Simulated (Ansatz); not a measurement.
BeO:
```yaml
crystal:
  lattice:
    - [2.66460, 0.00000, 0.00000]
    - [-1.33230, 2.30761, 0.00000]
    - [0.00000, 0.00000, 4.32926]
  atoms:
    - { symbol: Be, position: [0.33333, 0.66667, 0.99998] }
    - { symbol: Be, position: [0.66667, 0.33333, 0.49998] }
    - { symbol: O, position: [0.33333, 0.66667, 0.37752] }
    - { symbol: O, position: [0.66667, 0.33333, 0.87752] }
```

Relaxed with LDA.

Task: Decompose the optical modes at the zone centre into irreducible representations, and say which are infrared and Raman allowed.

Result: Point group 6mm: Γ_opt = A1 + 2B1 + E1 + 2E2. Infrared: A1, E1. Raman: A1, E1, E2.

Task: Assign frequencies (DFPT, DFT-LDA in the program Ansatz with PAW potentials; without the LO–TO term).

Result: E2 330, A1 718, E2 720, B1 723, E1 758, B1 895 cm⁻¹.

Subscripts of B labels follow the axes of the standard setting.

Space group P6_3mc (wurtzite). The cell was relaxed with LDA under the symmetry of its start; phonons on a q-mesh show no instability.

Potentials: the later of the program's two PAW sets.
